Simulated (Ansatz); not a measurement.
A trial structure of GaP was built thus: random cell by space group and Wyckoff sites (P6/mmm, No. 191). Lengths were set from tabulated atomic sizes, so they are only a guess.

```yaml
crystal:
  lattice:
    - [3.48885, 0.00000, 0.00000]
    - [-1.74443, 3.02144, 0.00000]
    - [0.00000, 0.00000, 7.40328]
  atoms:
    - { symbol: Ga, position: [0.33333, 0.66667, 0.50000] }
    - { symbol: Ga, position: [0.66667, 0.33333, 0.50000] }
    - { symbol: P, position: [0.00000, 0.00000, 0.30769] }
    - { symbol: P, position: [0.00000, 0.00000, 0.69231] }
```

These are results of DFT PBE, scalar-relativistic, plane waves, PAW (Ansatz 0.2.0), not measurements. Cutoff 420 eV, Gaussian smearing, Γ-centred meshes. Cell and atoms relax first on a coarse mesh and then on a finer one. In between, the cell is made exact in the group found at 0.06 Å. In metals the finer mesh still leaves noise of several meV/atom or more. The steps can't lower the symmetry of their start. No spin polarisation.

A guess keeps its type if space group and coordination stay and the shape of the cell changes little (axis ratios within about 15 %, angles within 6°); the volume may change.

Problem. Will the relaxed cell still be of the starting type?

Solution. It doesn't keep its type. The symmetry stays P6/mmm (No. 191). The volume per atom grows by 32.6 %, from 19.5 to 25.9 Å³. The shortest distance goes from 2.01 Å (Ga–Ga) to 2.19 Å (P–P). The ratio c/a of the conventional cell changes by a factor of 0.59. Counting neighbours within 15 % of an atom's shortest distance, the start has Ga 3, P 6 and the end Ga 9, P 1. In detail, at the end around Ga lie 3 Ga at 2.63 Å and 6 P at 2.85 Å; around P lie 1 P at 2.19 Å and 6 Ga at 2.85 Å.

```xyz
4
Lattice="4.5583 0.0000 0.0000 -2.2791 3.9476 0.0000 0.0000 0.0000 5.7520" Properties=species:S:1:pos:R:3 pbc="T T T"
Ga    0.0000    2.6317    2.8760
Ga    2.2791    1.3159    2.8760
P     0.0000    0.0000    1.7801
P     0.0000    0.0000    3.9719
```

The last run used a 12×12×8 mesh (in the run's order of axes) for its 4-atom cell and Gaussian smearing of 0.10 eV. No dispersion correction is applied, so the spacing and binding between layers, chains or molecules are poorly described. Symmetry constrained the relaxation, so the result can be a saddle point. Another cell of GaP relaxed alike, in F-43m (a cell as deposited in COD), lies 0.87 eV/atom lower, so this cell isn't the stable form at this level.
